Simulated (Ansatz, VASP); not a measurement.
# Sb in VASP and in Ansatz

File INCAR:

```
PREC     = Accurate       # precision mode
ENCUT    = 520            # plane-wave cutoff, eV
EDIFF    = 1E-6           # SCF threshold, eV
ISMEAR   = -1             # smearing method
SIGMA    = 0.05           # smearing width, eV
LREAL    = F              # projectors in reciprocal space
LASPH    = T              # aspherical terms in the spheres
NELM     = 100            # most SCF steps
ALGO     = Normal         # electronic algorithm
ISIF     = 2              # what is computed and relaxed
LWAVE    = F              # write WAVECAR
LCHARG   = T              # write CHGCAR
GGA      = PS             # functional
LELF     = T              # ELF
LVHAR    = T            
NBANDS   = 8              # bands
```

File KPOINTS:

```
Automatic mesh
0
Gamma
  16 16 16
```

The input POSCAR:

```
Sb
1.0
   -1.6398485236      1.6398485236      1.6398485236
    1.6398485236     -1.6398485236      1.6398485236
    1.6398485236      1.6398485236     -1.6398485236
Sb
1
Direct
    0.0000000000      0.0000000000      0.0000000000
```

Input for Ansatz:

```yaml
crystal:
  lattice:
    - [-1.6398485236, 1.6398485236, 1.6398485236]
    - [1.6398485236, -1.6398485236, 1.6398485236]
    - [1.6398485236, 1.6398485236, -1.6398485236]
  atoms:
    - { symbol: Sb, position: [0.0, 0.0, 0.0] }
kpoints:
  mp_grid: { grid: [16, 16, 16] }
scf:
  occupations: { method: fermi_dirac, width: 0.05 }
hamiltonian:
  xc: pbesol
  pseudopotentials: { kind: all_electron, lapw: { basis_error: 0.001 } }
output:
  forces: true
  stress: true
  eigenvalues: true
  populations: true
```

Change from the starting cell: volume scaled by 0.68, LAPW.

Alike in both runs: task single point; functional PBEsol; k mesh 16 × 16 × 16; occupations fermi-dirac, width 0.05 eV; no spin polarisation.

```csv
,VASP,Ansatz
version,VASP 6.6.1,Ansatz 0.2.0
potentials or method,"VASP PAW PBE potentials, release 64 (Sb)","all-electron LAPW, scalar-relativistic"
plane-wave cutoff (eV),520,see its input
```

VASP gave:

- pressure (GPa): 65.5

Q: What did Ansatz give for the same quantities?

A: Pressure (GPa): 64.1.

Ansatz ran all-electron here, so the differences hold the error of VASP's frozen core and of both bases.

Caveats: the cell as given lies far from equilibrium; so large a pressure means that the cell lies far from this level's equilibrium, or that cutoff or potentials fall short (VASP); the potentials were made for another functional, which shifts forces and pressure (VASP). The runs have no spin-orbit coupling, so splittings on Sb are missing.
